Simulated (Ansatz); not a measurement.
Write the native input for Ansatz 0.2.0 that does the following.

| Property | Result |
| --- | --- |
| Task | relaxation of the atoms |
| Functional | PBE |
| Potentials or basis | Ansatz PAW |
| Cutoff | 420 eV (not typed: the program's choice for these potentials) |
| k mesh | 8 × 8 × 8 |
| Occupations | fermi-dirac, width 0.05 eV |
| Spin | no spin polarisation |

GaP:

```
Ga P
1.0
     0.00000    2.72525    2.72525
     2.75250    0.00000    2.72525
     2.75250    2.72525    0.00000
Ga P
1 1
Cartesian
  0.0000 0.0000 0.0000
  4.1288 4.0879 4.0879
```

The cell isn't the ideal one: strained by +1 %.

These files were run (other wordings do the same):

input.yaml

```yaml
crystal:
  lattice:
    - [0.0, 2.72525, 2.72525]
    - [2.7525025, 0.0, 2.72525]
    - [2.7525025, 2.72525, 0.0]
  atoms:
    - { symbol: Ga, position: [0.0, 0.0, 0.0] }
    - { symbol: P, position: [0.75, 0.75, 0.75] }
hamiltonian:
  xc: pbe
  pseudopotentials: { kind: paw }
kpoints:
  mp_grid: { grid: [8, 8, 8] }
scf:
  occupations: { method: fermi_dirac, width: 0.05 }
output:
  forces: true
  stress: true
  eigenvalues: true
  write_density: true
  write_potential: true
  elf: true
  volumetric_format: npy
relax:
  f_tol: 0.01
  max_steps: 40
```

Potentials or basis: Ansatz PAW.

The run is started by

```console
$ ansatz run input.yaml --threads 2 --pin off --max-ram 5632MiB --backend cpu --events-out ev --progress --plain --runs-dir out
```

Results of the run:

```yaml
Pressure_after_relaxing: 1.6 GPa
Band_gap_on_the_k_mesh: 1.61 eV, indirect (least direct gap 1.73 eV)
```

Caveat: the relaxation stopped at its first step, so nothing moved; the thresholds are loose for stress.

It took 2.3 s on 2 threads of Arm Neoverse V2, on a shared host, peak memory 0.34 GiB.
